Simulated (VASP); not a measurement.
# NaH: on-the-fly training of a machine-learned force field

NaH, Pm-3m (no. 221), 16 atoms in the cell. PBE, machine-learned force field (on-the-fly training); PAW potentials Na, H (PBE set).

Atoms in the training cell: 16; Target temperature (K): 460; Ensemble of the training: NVT, Langevin, temperature ramp.

## Input

INCAR:
```
SYSTEM = NaH
ALGO = Normal ; EDIFF = 1E-6
ENCUT = 330 ; GGA = PE
IBRION = 0 ; ISIF = 2
ISMEAR = 0 ; ISYM = 0
KPAR = 4 ; LANGEVIN_GAMMA = 10 10
LASPH = .True. ; LCHARG = .False.
LREAL = Auto ; LWAVE = .False.
MDALGO = 3 ; ML_LMLFF = .True.
ML_MB = 1200 ; ML_MCONF = 600
ML_MODE = train ; NCORE = 2
NELM = 80 ; NELMIN = 4
NSW = 3000 ; NWRITE = 0
POTIM = 0.5 ; PREC = Normal
RANDOM_SEED = 600676 0 0 ; SIGMA = 0.05
TEBEG = 230 ; TEEND = 600
```

KPOINTS:
```
k-points
0
Monkhorst-Pack
  2 2 2
```

POSCAR:
```
NaH
1.0
    5.910248000000      0.000000000000      0.000000000000
    0.000000000000      5.910248000000      0.000000000000
    0.000000000000      0.000000000000      5.910248000000
Na H
8 8
Direct
   -0.008141094166     -0.013444704814     -0.002521331986
    0.004268300465      0.011532983379      0.501113723817
   -0.005610397268      0.492033021064      0.007601160940
    0.016596085744      0.502769109951      0.487479422210
    0.490271827455      0.016243167011      0.002059633780
    0.482415612586     -0.000849671887      0.488191094789
    0.493611556462      0.495045834050     -0.007241456246
    0.505617819797      0.499359560155      0.494016177412
    0.254158585155      0.258424573457      0.233320259609
    0.247393712145      0.240043591849      0.748242152700
    0.236910003640      0.750210045948      0.249615389327
    0.246910406288      0.739361598649      0.745977931920
    0.738920983671      0.236242112891      0.252281992896
    0.738738036666      0.261880680146      0.757274696316
    0.729718448101      0.752762613712      0.238815528950
    0.750335592214      0.750442945804      0.729813742622
```

Commands:
```
cat potpaw_PBE.64/Na/POTCAR potpaw_PBE.64/H/POTCAR > POTCAR
# POSCAR: the crystal's sites, moved at random by about 0.06 A along each axis
mpirun -np 8 vasp_std > vasp.out
cp ML_ABN ../ML_AB.train
```

## Result

- MD steps with a DFT calculation: 218
- MD steps: 3000
- Force error on the training data while learning (meV/Å): 3.1
- Energy error on the training data while learning (meV/atom): 0.068
- Last threshold of the force error (eV/Å): 0.0027

Errors on the training data as learning went on:

| MD step | Energy (meV/atom) | Forces (meV/Å) | Stress (kbar) |
|---|---|---|---|
| 1 | 0.730 | 3.4 | 57.72 |
| 6 | 0.014 | 4.6 | 0.01 |
| 22 | 0.028 | 3.3 | 0.04 |
| 55 | 0.011 | 2.9 | 0.06 |
| 103 | 0.033 | 3.1 | 0.09 |
| 292 | 0.027 | 3.0 | 0.13 |
| 559 | 0.050 | 2.8 | 0.14 |
| 755 | 0.056 | 2.7 | 0.12 |
| 1062 | 0.061 | 2.8 | 0.12 |
| 1796 | 0.065 | 2.7 | 0.12 |
| 2111 | 0.061 | 2.8 | 0.12 |
| 2498 | 0.061 | 2.9 | 0.12 |
| 2743 | 0.065 | 3.0 | 0.13 |
| 3000 | 0.068 | 3.1 | 0.13 |

DFT calculations in each fifth of the run: 70, 50, 16, 33, 49.

ML_LOGFILE:
```
ML_LOGFILE 0.2.5

* MEMORY INFORMATION ********************

Estimated memory consumption for ML force field generation (MB):

Persistent allocations for force field  :    139.8
|
|-- CMAT for basis  :     25.3
|-- SINV for basis  :      6.3
|-- FMAT for basis  :     84.5
|-- DESC for basis  :      3.0
|-- DESC product matrix  :      3.2

Persistent allocations for ab initio data     :      1.0
|
|-- Ab initio data  :      0.9
|-- Ab initio data (new)  :      0.0

Temporary allocations for sparsification  :     44.0
|
|-- SVD matrices  :     43.9

Other temporary allocations  :     22.5
|
|-- Descriptors  :      5.7
|-- Regression  :     10.7
|-- Prediction  :      6.0

Total memory consumption  :    213.3

********************

* MACHINE LEARNING SETTINGS ********************

General settings
------------------------------------------------------------
Machine learning operation mode in strings (supertag)  :         train (I) ML_MODE
Machine learning operation mode  :             0     ML_ISTART
Machine learning force field type  :        kernel     ML_TYPE
Controls the verbosity of the output at each MD step when machine learning is used  :             1     ML_OUTPUT_MODE
[... 436 lines left out ...]

Program part                                         system clock (sec)       cpu time (sec)
---------------------------------------------------|--------------------|-------------------
Setup (file I/O, parameters,...)                   |              0.285 |              0.286
Descriptor and design matrix                       |             61.969 |             61.892
Sparsification of configurations                   |             10.803 |             10.795
Regression                                         |             16.321 |             16.311
Prediction                                         |            131.088 |            130.929
---------------------------------------------------|--------------------|-------------------
TOTAL                                              |            220.467 |            220.213

********************
```

Limits: These errors are on the data that the field was fitted to, not on fresh structures.

VASP 6.6.1 took 640 s on 8 cores (Intel Xeon 6975P-C (Granite Rapids)), a shared host.
